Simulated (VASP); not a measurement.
```
AlSb
1.0
    0.00000     3.11584     3.11584
    3.11584     0.00000     3.11584
    3.11584     3.11584     0.00000
Al Sb
1 1
Cartesian
  0.00000   0.00000   0.00000
  1.55792   1.55792   1.55792
```

These are PBE GGA, VASP's PBE PAW potentials (set 64) (plane waves; VASP 6.6.1) values and carry that method's errors. Numerical set-up: 400 eV cut-off, Gaussian smearing of 0.050 eV, potentials Al Sb.

Unless said otherwise, spin-orbit coupling is left out, though it shifts the bands of the heavy elements here.

Problem. Estimate the band gap (along the path) with the smallest direct gap where there is one.

Solution. 
```
Item                                   Result
------------------------------------  -------
band gap (along the path)             1.22 eV
smallest direct gap (along the path)  1.26 eV
```

The compound is AlSb in the zinc blende structure. It was relaxed first.
